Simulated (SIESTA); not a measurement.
CdSe:

```
Cd Se
1.0
     0.00000    3.07027    3.07027
     3.07027    0.00000    3.07027
     3.07027    3.07027    0.00000
Cd Se
1 1
Direct
  0.00000 0.00000 0.00000
  0.25000 0.25000 0.25000
```

Measurements of this composition are mostly on another form, of space group No. 186.

Base run:

```yaml
Program: SIESTA 5.4.2
Functional: PW91
Potentials_or_basis: PseudoDojo 0.4 standard (PBE files)
Basis: DZP (energy shift 0.002 Ry)
Grid_cutoff: 800 Ry
Energy_shift: 0.002 Ry
k_mesh: 8 × 8 × 8
Occupations: fermi-dirac, width 0.05 eV
Spin: no spin polarisation
```

Its results: band gap on the k mesh 0.77 eV, direct; pressure 1.8 GPa.

Question: After a change of settings the same cell gave: band gap on the k mesh 0.85 eV, direct; pressure 2.9 GPa. Which change was it?
A. functional from PW91 to APBE
B. functional from PW91 to PBEsol; potentials or basis from PseudoDojo 0.4 standard (PBE files) to PseudoDojo 0.4 standard (PBEsol files)
C. functional from PW91 to SOGGA; potentials or basis from PseudoDojo 0.4 standard (PBE files) to PseudoDojo 0.4 standard (PBEsol files)

Answer: A.

Caveats: semicore shells carry a single zeta, which can move pressures by several GPa and volumes by a few percent; the potentials were made for another functional, which shifts forces and pressure; the basis of atomic orbitals isn't converged, which shifts pressures, moduli and gaps.

Runs at the PBE level aren't shown here.
